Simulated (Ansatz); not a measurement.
GaN, DFT, PBE, PAW with Ansatz's default frozen-core files, scalar-relativistic (Ansatz 0.2.0), run on 1 thread of Arm Neoverse V1 on a shared host.

The cell is a database entry far from equilibrium at this level of theory, probably a faulty or high-pressure entry; it serves as a test geometry alone. The listed cell was then made from it by scaling, straining or moving an atom.

Command: `ansatz run input.yaml --threads 1 --pin off --max-ram 3072MiB --backend cpu --events-out ev --progress --plain --runs-dir out`

```yaml
crystal:
  lattice:
    - [0.03985, 2.012425, 2.012425]
    - [2.012425, 0.03985, 2.012425]
    - [2.012425, 2.012425, 0.03985]
  atoms:
    - { symbol: Ga, position: [0.5, 0.5, 0.5] }
    - { symbol: "N", position: [0.0, 0.0, 0.0] }
kpoints:
  mp_grid: { grid: [13, 13, 13] }
scf:
  occupations: { method: fermi_dirac, width: 0.02 }
hamiltonian:
  xc: pbe
  pseudopotentials: { kind: paw }
output:
  forces: true
  stress: true
  eigenvalues: true
  efg: { contact_densities: true }
```

(1) How large is the problem that the program sets up?

(2) About how long does it take, and how much memory does it use?

(3) And the same cell and mesh by crystal-made all-electron datasets, asked for forces, stress, eigenvalues, efg, on the same hardware?

Results:

(1) 231 irreducible k-points, 325 plane waves at Γ, 13 bands.

(2) 4.4 s of wall time for 6 SCF iterations, with a peak of 0.37 GiB. Times on shared machines scatter by tens of per cent.

(3) 22 s, peak memory 0.71 GiB.
